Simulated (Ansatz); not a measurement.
Here is an Ansatz 0.2.0 calculation.

Contents of input.yaml:

```yaml
crystal:
  lattice:
    - [0.0, 1.737572933, 1.737572933]
    - [1.737572933, 0.0, 1.737572933]
    - [1.737572933, 1.737572933, 0.0]
  atoms:
    - { symbol: Ni, position: [0.0, 0.0, 0.0], spin: 1.0 }
kpoints:
  mp_grid: { grid: [13, 13, 13] }
  band_path:
    path:
      - [0.0, 0.0, 0.0]
      - [0.5, 0.0, 0.5]
      - [0.5, 0.25, 0.75]
      - [0.375, 0.375, 0.75]
      - [0.0, 0.0, 0.0]
      - [0.5, 0.5, 0.5]
      - [0.625, 0.25, 0.625]
      - [0.5, 0.25, 0.75]
    npoints: 12
scf:
  occupations: { method: fermi_dirac, width: 0.05 }
hamiltonian:
  xc: lda
  pseudopotentials: { kind: all_electron, lapw: { basis_error: 0.001 } }
magnetization:
  spin_polarized: true
output:
  forces: true
  stress: true
  eigenvalues: true
```

Potentials or basis: all-electron LAPW, scalar-relativistic.

The run is started by

```sh
$ ansatz run input.yaml --threads 2 --pin off --max-ram 6144MiB --backend cpu --events-out ev --progress --plain --runs-dir out
```

(1) What does it give for the site moments?

(2) What does it give for the absolute moment?

(3) Estimate the pressure.

(4) Estimate the net moment.

Answers

(1) Ni +0.64 μB.

(2) 0.68 μB per cell.

(3) -10.3 GPa.

(4) 0.62 μB per cell.
